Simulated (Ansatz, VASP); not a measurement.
## Br in VASP and in Ansatz

File INCAR:

```
ALGO     = Normal         # electronic algorithm
EDIFF    = 1E-7           # SCF threshold, eV
ENCUT    = 520            # plane-wave cutoff, eV
GGA      = CA             # functional
ISIF     = 2              # what is computed and relaxed
ISMEAR   = -1             # smearing method
LASPH    = T              # aspherical terms in the spheres
LCHARG   = F              # write CHGCAR
LREAL    = F              # projectors in reciprocal space
LWAVE    = F              # write WAVECAR
NBANDS   = 10             # bands
NELM     = 100            # most SCF steps
PREC     = Accurate       # precision mode
SIGMA    = 0.1            # smearing width, eV
```

File KPOINTS:

```
k-points
0
Gamma
  12 12 12
```

POSCAR

```
Br
1.0
    2.3696604779      0.0000000000      0.0000000000
    0.0000000000      2.3696604779      0.0000000000
    0.0000000000      0.0000000000      2.3696604779
Br
1
Direct
    0.0000000000      0.0000000000      0.0000000000
```

Input for Ansatz:

```yaml
crystal:
  lattice:
    - [2.3696604779, 0.0, 0.0]
    - [0.0, 2.3696604779, 0.0]
    - [0.0, 0.0, 2.3696604779]
  atoms:
    - { symbol: Br, position: [0.0, 0.0, 0.0] }
kpoints:
  mp_grid: { grid: [12, 12, 12] }
scf:
  occupations: { method: fermi_dirac, width: 0.1 }
hamiltonian:
  xc: lda
  pseudopotentials: { kind: all_electron, lapw: { basis_error: 0.001 } }
output:
  forces: true
  stress: true
  eigenvalues: true
  populations: true
```

Change from the starting cell: volume scaled by 0.5, LAPW.

Alike in both runs: task single point; functional LDA; k mesh 12 × 12 × 12; occupations fermi-dirac, width 0.1 eV; no spin polarisation.

|  | VASP | Ansatz |
| --- | --- | --- |
| version | VASP 6.6.1 | Ansatz 0.2.0 |
| potentials or method | VASP PAW LDA potentials, release 64 (Br) | all-electron LAPW, scalar-relativistic |
| plane-wave cutoff (eV) | 520 | see its input |

|  | VASP | Ansatz | Ansatz less VASP |
| --- | --- | --- | --- |
| pressure (GPa) | 144.0 | 142.9 | -1.12 |

Ansatz ran all-electron here, so the differences hold the error of VASP's frozen core and of both bases.

Caveats: the cell as given lies far from equilibrium; so large a pressure means that the cell lies far from this level's equilibrium, or that cutoff or potentials fall short (VASP); an odd number of electrons without spin polarisation forces a metal; a magnetic or distorted state may lie lower.
